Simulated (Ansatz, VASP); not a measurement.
**One calculation of SnO, two programs**

The input POSCAR:

```
SnO
1.0
    3.1009230011     -0.0772758843     -0.0772758843
   -0.0772758843      3.1009230011     -0.0772758843
   -0.0772758843     -0.0772758843      3.1009230011
Sn O
1 1
Direct
    0.0000000000      0.0000000000      0.0000000000
    0.5000000000      0.5000000000      0.5000000000
```

File INCAR.step1:

```
SYSTEM = SnO
PREC = Accurate
ENCUT = 520
ISMEAR = -1
SIGMA = 0.02
LREAL = .False.
LASPH = .True.
NELM = 100
NBANDS = 17
GGA = PE
ALGO = Normal
EDIFF = 1E-4
LWAVE = .True.
LCHARG = .False.
```

File INCAR.step2:

```
SYSTEM = SnO
PREC = Accurate
ENCUT = 520
EDIFF = 1E-6
ISMEAR = -1
SIGMA = 0.02
LREAL = .False.
LASPH = .True.
NELM = 100
ALGO = Normal
ISIF = 2
LWAVE = .False.
LCHARG = .True.
METAGGA = R2SCAN
LMIXTAU = .True.
LELF = .True.
LVHAR = .True.
NBANDS = 17
ISTART = 1
```

KPOINTS

```
regular mesh
0
Gamma
  8 8 8
  0 0 0
```

Input for Ansatz:

```yaml
crystal:
  lattice:
    - [3.1009230011, -0.0772758843, -0.0772758843]
    - [-0.0772758843, 3.1009230011, -0.0772758843]
    - [-0.0772758843, -0.0772758843, 3.1009230011]
  atoms:
    - { symbol: Sn, position: [0.0, 0.0, 0.0] }
    - { symbol: O, position: [0.5, 0.5, 0.5] }
kpoints:
  mp_grid: { grid: [8, 8, 8] }
  band_path:
    path:
      - [0.0, 0.0, 0.0]
      - [0.0, 0.5, 0.0]
      - [0.5, 0.5, 0.0]
      - [0.5, 0.5, 0.5]
      - [0.0, 0.125, -0.5]
    npoints: 1
hamiltonian:
  xc: r2scan
scf:
  occupations: { method: fermi_dirac, width: 0.02 }
  n_extra_bands: 4
output:
  forces: true
  stress: true
  eigenvalues: true
```

Change from the starting cell: epitaxial_111 strain +2.4%.

Alike in both runs: task single point; functional r2SCAN; k mesh 8 × 8 × 8; occupations fermi-dirac, width 0.02 eV; no spin polarisation.

|  | VASP | Ansatz |
| --- | --- | --- |
| version | VASP 6.6.1 | Ansatz 0.2.0 |
| potentials or method | VASP PAW PBE potentials, release 64 (Sn_d, O) | plane waves, PAW |
| plane-wave cutoff (eV) | 520 | 500 |
| valence electrons in the cell | 20 | 20 |

Ansatz gave:

* pressure (GPa): 0.9
* largest component of the traceless stress (GPa): 0.46

Problem. Estimate VASP's values.

Solution. Pressure (GPa): 1.1; largest component of the traceless stress (GPa): 0.41.

The functional is the same, so the differences come from potentials, cutoffs and numerics.

Caveats: the PAW data sets were made with another functional, which shifts forces and pressure a little (VASP).
